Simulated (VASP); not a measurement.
Set up this calculation in VASP 6.6.1, as the native input.

```
Task                   : relaxation of cell and atoms
Functional             : BLYP
Dispersion             : D3
Potentials or basis    : VASP PAW PBE potentials, release 64 (Pt)
Cutoff                 : 600 eV
k mesh                 : 12 × 12 × 12
Occupations            : fermi-dirac, width 0.05 eV
Spin                   : no spin polarisation
Further INCAR settings : ALGO = Normal; EDIFF = 1e-06; IBRION = 2; EDIFFG = -0.02; NSW = 60; ISIF = 3
```

The structure of Pt lies in POSCAR:

```
Pt
1.0
    0.0000000000      1.9609000000      1.9609000000
    1.9609000000      0.0000000000      1.9609000000
    1.9609000000      1.9609000000      0.0000000000
Pt
1
Direct
    0.0000000000      0.0000000000      0.0000000000
```

One way to write it, as run:

INCAR

```
AGGAC = 1.0 ; AGGAX = 1.0
ALDAC = 0.0 ; ALDAX = 1.0
ALGO = Normal ; EDIFF = 1E-6
EDIFFG = -0.02 ; ENCUT = 600
GGA = B5 ; IBRION = 2
ISIF = 3 ; ISMEAR = -1
IVDW = 11 ; LASPH = True
LCHARG = False ; LREAL = False
LWAVE = False ; NELM = 100
NSW = 60 ; PREC = Accurate
SIGMA = 0.05 ; VDW_S6 = 1.0
VDW_S8 = 1.682 ; VDW_SR = 1.094
VDW_SR8 = 1.0
```

KPOINTS

```
k-points
0
Gamma
  12 12 12
```

Potentials or basis: VASP PAW PBE potentials, release 64 (Pt).

Launch:

```sh
$ cat potpaw_PBE.64/Pt/POTCAR > POTCAR
$ mpirun -np 1 vasp_std > vasp.out
```

Results of the run:

* Relaxed volume: 15.41 Å³/atom
* Relaxed cell: a = 2.793 Å, b = 2.793 Å, c = 2.793 Å, α = 60.00°, β = 60.00°, γ = 60.00°
* Space group after relaxing (to 0.05 Å): Fm-3m (No. 225)
* Energy gained by relaxing: 5.5 meV/atom
* Ionic steps: 3
* Pressure after relaxing: -0.1 GPa
* Band gap on the k mesh: none (metal or under the smearing width)
* Dispersion energy per atom: -1.451 eV

Caveat: the PAW data sets were made with another functional, which shifts forces and pressure a little; pairwise dispersion overbinds metals, which lowers pressure and volume.

Run time: 33 s on 1 thread of Intel(R) Xeon(R) Platinum 8488C (Sapphire Rapids), with other jobs on the host, peak memory 0.16 GiB.
